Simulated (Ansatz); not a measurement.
# Te2Mo under changes of volume

One of the cells (45.397 Å³/atom); the others are scaled copies at fixed shape and fractional positions:

```
Te Mo
1.0
     3.56039    0.00000    0.00000
    -1.78020    3.08339    0.00000
     0.00000    0.00000   24.81126
Te Mo
4 2
Direct
  0.33333 0.66667 0.22364
  0.66667 0.33333 0.92063
  0.66667 0.33333 0.77636
  0.33333 0.66667 0.07937
  0.66667 0.33333 0.15154
  0.33333 0.66667 0.84846
```

- Program: Ansatz 0.2.0
- Functional: PBE
- Potentials or basis: Ansatz PAW
- Cutoff: 420 eV (not typed: the program's choice for these potentials)
- k mesh: 9 × 9 × 2
- Occupations: fermi-dirac, width 0.05 eV
- Spin: no spin polarisation

| volume (Å³/atom) | energy over the lowest point (meV/atom) | gap on the mesh (eV) | largest force (eV/Å) |
| --- | --- | --- | --- |
| 42.673 | 39.10 | 1.12 | 1.206 |
| 43.581 | 18.71 | 1.09 | 0.853 |
| 44.489 | ? | ? | ? |
| 45.397 | 0.00 | 1.03 | 0.228 |
| 46.305 | 0.18 | 1.00 | 0.055 |
| 47.213 | 5.83 | 0.97 | 0.306 |
| 48.120 | 16.39 | 0.94 | 0.538 |

Q: What does the run at 44.489 Å³/atom give?

A: Energy over the lowest point 5.94 meV/atom; gap on the mesh 1.06 eV; largest force 0.528 eV/Å.

Worked out: A Birch-Murnaghan fit of order 3 (a polynomial in V^(-2/3)) to the other rows has its minimum at 45.82 Å³/atom with B0 = V·E''(V) = 52 GPa and B' = 4.5 at fixed shape and positions, which overstates the stiffness. It gives 5.94 meV/atom at 44.489 Å³/atom, against the run's 5.94. A straight line through the other rows of the gap, of slope -1.5 eV per unit of ln V (its deformation potential), gives 1.06 eV, against the run's 1.06.

Energies are extrapolated to zero smearing.

Caveats: odd divisions of the mesh miss points on the zone boundary, where band edges often lie, so the gap on the mesh can be too wide; spin-orbit coupling is left out, which moves the levels of the heavy elements.

A mesh can miss the band edges.
